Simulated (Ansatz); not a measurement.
## Band structure of BaS

```
CELL_PARAMETERS angstrom
0.00000 3.51614 3.51614
3.51614 0.00000 3.51614
3.51614 3.51614 0.00000
ATOMIC_POSITIONS crystal
Ba 0.00000 0.00000 0.00000
S 0.25000 0.25000 0.25000
```

Atoms are numbered in the order listed.

The structure comes from a relaxation in the same program, started in the zincblende type, and has space group F-43m. Whether it is a known phase or the ground state wasn't checked.

Spin–orbit coupling is left out, though it moves levels of the heavy atoms by tenths of an eV or more.

Level of theory: DFT, PBE, all-electron LAPW, scalar-relativistic in Ansatz 0.2.0.

Settings: a Γ-centred 9×9×9 k mesh, Fermi–Dirac smearing of 0.08 eV, basis error target 0.25 meV/atom, no spin polarisation.

Points in fractions of the reciprocal vectors of this cell: Γ (0, 0, 0), X (-0.5, -0.5, 0), U (-0.375, -0.375, 0.25), K (-0.375, 0, 0.375), L (0, 0, 0.5), W (-0.5, -0.25, 0.25). The path joins them by straight lines in the order Γ–X–U–K–Γ–L–W–X; legs that retrace an earlier one aren't tabulated. Energies are in eV from the top of the valence band.

Is there a gap, and where are the band edges?

2.75 eV, indirect from W (-0.5, -0.25, 0.25) to Γ.

List the levels between -5 and 5 eV at the symmetry points.


Γ: -0.68 (×3), 2.75
X: -1.08, -0.01 (×2), 3.48, 4.53
U: -0.82, -0.19, -0.13, 3.45, 4.62
K: -0.82, -0.19, -0.13, 3.45, 4.62
L: -0.59, -0.42 (×2), 4.41
W: -0.62, -0.50, 0.00, 3.44, 4.30

Kohn–Sham gaps of semilocal functionals usually fall short of measured ones.
